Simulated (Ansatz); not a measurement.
ZnCu: elastic constants from stress and strain

```yaml
crystal:
  lattice:
    - [2.94500, 0.00000, 0.00000]
    - [0.00000, 2.94500, 0.00000]
    - [0.00000, 0.00000, 2.94500]
  atoms:
    - { symbol: Zn, position: [0.50000, 0.50000, 0.50000] }
    - { symbol: Cu, position: [0.00000, 0.00000, 0.00000] }
```

Atoms are numbered in the order listed.

The cell is COD entry 9008814, as deposited and not checked against the literature; nothing was relaxed.

All numbers below come from DFT, PBE, all-electron LAPW, scalar-relativistic (Ansatz 0.2.0).

Settings: a Γ-centred 14×14×14 k mesh, Fermi–Dirac smearing of 0.08 eV, basis error target 0.25 meV/atom, no spin polarisation.

The unstrained cell is at 2.26 GPa. Large strains and very small stresses are left out. Each strain is applied once, with fractional coordinates held (clamped ions), and σ below is the change of stress, positive in tension. One finite strain gives stress–strain coefficients at this pressure with an error of the order of the strain times third-order constants, a few per cent for each per cent of strain. In a metal the k mesh adds noise of tens of per cent to soft shears.

Q: Estimate the stiffness probed by this change, and the stress that it gives: xy engineering shear strain of -2 %.

A: σxy = -1.93 GPa and γxy = 2εxy = -0.0200, so C44 (clamped ions) = σxy/γxy = 97 GPa.

Q: Estimate the stiffness probed by this change, and the stress that it gives: z strained by +1.5 % at fixed volume.

A: σzz − σxx = 0.48 GPa and εzz − εxx = 0.0224, so C11 − C12 = (σzz − σxx)/(εzz − εxx) = 22 GPa.

Q: Scaling the volume by 0.9800 and 1.0200 gives 4.94 GPa and -0.12 GPa. Combine this with the best C11 − C12 to estimate C11 and C12.

A: B = −ΔP/Δln V = 126.5 GPa = (C11 + 2 C12)/3; with C11 − C12 = 21.5 GPa, C11 = B + (2/3)(C11 − C12) = 141 GPa and C12 = B − (C11 − C12)/3 = 119 GPa.
